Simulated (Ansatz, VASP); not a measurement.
Fe: VASP beside Ansatz

Contents of INCAR:

```
SYSTEM = Fe
  ALGO = Normal
  EDIFF = 1E-7
  ENCUT = 520
  GGA = RP
  ISIF = 2
  ISMEAR = -1
  LASPH = .TRUE.
  LCHARG = .FALSE.
  LREAL = .FALSE.
  LWAVE = .FALSE.
  NBANDS = 10
  NELM = 100
  PREC = Accurate
  SIGMA = 0.1
```

KPOINTS

```
k-points
0
G
  17 17 17
  0 0 0
```

File POSCAR:

```
Fe
1.0
    0.0000000000      1.6902420362      1.6902420362
    1.6902420362      0.0000000000      1.6902420362
    1.6902420362      1.6902420362      0.0000000000
Fe
1
Direct
    0.0000000000      0.0000000000      0.0000000000
```

Input for Ansatz:

```yaml
crystal:
  lattice:
    - [0.0, 1.6902420362, 1.6902420362]
    - [1.6902420362, 0.0, 1.6902420362]
    - [1.6902420362, 1.6902420362, 0.0]
  atoms:
    - { symbol: Fe, position: [0.0, 0.0, 0.0] }
hamiltonian:
  xc: rpbe
  pseudopotentials:
    kind: paw
    azcp:
      Fe: "pseudopotentials/Fe.paw.azcp"
basis:
  ecutwfc: 420
  fft_grid_basis: typed
kpoints:
  mp_grid: { grid: [17, 17, 17], shift: [0, 0, 0] }
magnetization:
  spin_polarized: false
scf:
  occupations: { method: fermi_dirac, width: 0.1 }
  lower_state_search: "off"
output:
  stress: true
```

Alike in both runs: task single point; functional RPBE; k mesh 17 × 17 × 17; occupations fermi-dirac, width 0.1 eV; no spin polarisation.

```csv
,VASP,Ansatz
version,VASP 6.6.1,Ansatz 0.2.0
potentials or method,"VASP PAW PBE potentials, release 64 (Fe)","plane waves (420 eV) with PAW, scalar-relativistic"
plane-wave cutoff (eV),520,420
valence electrons in the cell,8,16
```

```tsv
	VASP	Ansatz	Ansatz less VASP
pressure (GPa)	25.9	26.9	+0.96
```

With one functional, cell and mesh, what is left measures potentials, basis and numerics. The two sets of potentials don't hold the same shells in valence.

Caveats: so large a pressure means that the cell lies far from this level's equilibrium, or that cutoff or potentials fall short (VASP); the potentials were made for another functional, which shifts forces and pressure (VASP); the run has no spin polarisation, though such a crystal can be magnetic. Spin polarisation is off, so any magnetic state and its effect on volume and gap are missing.
